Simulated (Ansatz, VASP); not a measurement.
# One calculation of AlN, two programs

File INCAR:

```
ALGO     = Normal         # electronic algorithm
EDIFF    = 1E-6           # SCF threshold, eV
ENCUT    = 520            # plane-wave cutoff, eV
GGA      = PE             # functional
ISIF     = 2              # what is computed and relaxed
ISMEAR   = 0              # smearing method
LASPH    = True           # aspherical terms in the spheres
LCHARG   = False          # write CHGCAR
LREAL    = False          # projectors in reciprocal space
LWAVE    = False          # write WAVECAR
NBANDS   = 16             # bands
NELM     = 100            # most SCF steps
PREC     = Accurate       # precision mode
SIGMA    = 0.05           # smearing width, eV
```

File KPOINTS:

```
k-points
0
Gamma
  9 9 6
```

The input POSCAR:

```
AlN
1.0
    3.2721000000      0.0000000000      0.0000000000
   -1.6360500000      2.8337217237      0.0000000000
    0.0000000000      0.0000000000      4.1875902404
Al N
2 2
Direct
    0.3333333333      0.6666666667      0.7500000000
    0.6666666667      0.3333333333      0.2500000000
    0.3333333333      0.6666666667      0.2500000000
    0.6666666667      0.3333333333      0.7500000000
```

Input for Ansatz:

```yaml
crystal:
  lattice:
    - [3.2721, 0.0, 0.0]
    - [-1.63605, 2.8337217237, 0.0]
    - [0.0, 0.0, 4.1875902404]
  atoms:
    - { symbol: Al, position: [0.3333333333, 0.6666666667, 0.75] }
    - { symbol: Al, position: [0.6666666667, 0.3333333333, 0.25] }
    - { symbol: "N", position: [0.3333333333, 0.6666666667, 0.25] }
    - { symbol: "N", position: [0.6666666667, 0.3333333333, 0.75] }
basis:
  ecutwfc: 520.0
kpoints:
  mp_grid: { grid: [9, 9, 6] }
hamiltonian:
  xc: pbe
  pseudopotentials: { kind: paw, azcp: { folder: soft_1 } }
scf:
  occupations: { method: gaussian, width: 0.05 }
output:
  forces: true
  stress: true
  eigenvalues: true
```

Alike in both runs: task single point; functional PBE; k mesh 9 × 9 × 6; occupations gaussian, width 0.05 eV; no spin polarisation.

```csv
,VASP,Ansatz
version,VASP 6.6.1,Ansatz 0.2.0
potentials or method,"VASP PAW PBE potentials, release 64 (Al, N)","scalar-relativistic, plane waves, PAW"
plane-wave cutoff (eV),520,520
valence electrons in the cell,16,16
```

Ansatz gave:

| Property | Result |
| --- | --- |
| gap on the k mesh at the Fermi level (eV) | 3.41 |
| least direct gap on the mesh (eV) | 3.41 |
| pressure (GPa) | 5.9 |
| largest component of the traceless stress (GPa) | 2.52 |

Q: Estimate VASP's values.

A: gap on the k mesh at the Fermi level (eV): 3.42; least direct gap on the mesh (eV): 3.42; pressure (GPa): 5.7; largest component of the traceless stress (GPa): 2.41.
